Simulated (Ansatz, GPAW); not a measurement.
Given: the input of a run of Ansatz 0.2.0 on BN. The cell is a database's computed one, not the measured one.

File input.yaml:

```yaml
crystal:
  lattice:
    - [0.0, 1.813001, 1.813001]
    - [1.813001, 0.0, 1.813001]
    - [1.813001, 1.813001, 0.0]
  atoms:
    - { symbol: "N", position: [0.25, 0.25, 0.25] }
    - { symbol: B, position: [0.0, 0.0, 0.0] }
hamiltonian:
  xc: pbe
  pseudopotentials: { kind: paw }
kpoints:
  mp_grid: { grid: [13, 13, 13] }
scf:
  occupations: { method: gaussian, width: 0.022 }
output:
  forces: true
  stress: true
  eigenvalues: true
```

Potentials or basis: Ansatz PAW.

Run with:

```bash
$ ansatz run input.yaml --threads 2 --pin off --max-ram 5632MiB --backend cpu --events-out ev --progress --plain --runs-dir out
```

Set up the same calculation for GPAW 26.7.0 (ASE script). Potentials or basis there: GPAW PAW data sets (gpaw-data 1.2.1), cutoff 800 eV.

As run (cutoffs and basis follow the program's own potentials, and thresholds, step limits or extra output files can differ):

The input run.py:

```python
from ase.dft.bandgap import bandgap
from ase.io import read, write
from ase.units import GPa
from gpaw import GPAW, PW

atoms = read('POSCAR')

calc = GPAW(mode=PW(800),
            xc='PBE',
            kpts={'size': (13, 13, 13), 'gamma': True},
            occupations={'name': 'methfessel-paxton', 'order': 0, 'width': 0.022},
            nbands=11,
            convergence={'density': 1e-05, 'energy': 1e-05},
            maxiter=150,
            txt='gpaw.txt')
atoms.calc = calc
energy = atoms.get_potential_energy()
forces = atoms.get_forces()
stress = atoms.get_stress()
calc.write('gs.gpw')
write('result.traj', atoms)
print(f'Energy: {energy:.6f} eV')
print('Forces (eV/A):')
print(forces.round(4))
print('Stress (GPa):', (stress / GPa).round(3))
print('Fermi level:', round(calc.get_fermi_level(), 4), 'eV')
print(f'Gap: {bandgap(calc)[0]:.4f} eV, direct: {bandgap(calc, direct=True)[0]:.4f} eV')
```

Contents of POSCAR:

```
BN
1.0
    0.0000000000      1.8130010000      1.8130010000
    1.8130010000      0.0000000000      1.8130010000
    1.8130010000      1.8130010000      0.0000000000
N B
1 1
Direct
    0.2500000000      0.2500000000      0.2500000000
    0.0000000000      0.0000000000      0.0000000000
```

Potentials or basis: GPAW PAW data sets (gpaw-data 1.2.1), pw.

Launch:

```console
$ OMP_NUM_THREADS=1 python run.py
```

Both were run:

|  | Ansatz | GPAW |
| --- | --- | --- |
| Pressure | -0.4 GPa | -1.6 GPa |

Ansatz's pressure holds a Pulay term of +1.05 GPa for its cutoff of 420 eV, which the other run lacks.

Where Ansatz's input types no cutoff or centring, it takes its own default and a Γ-centred mesh.

Pressure is positive in compression.
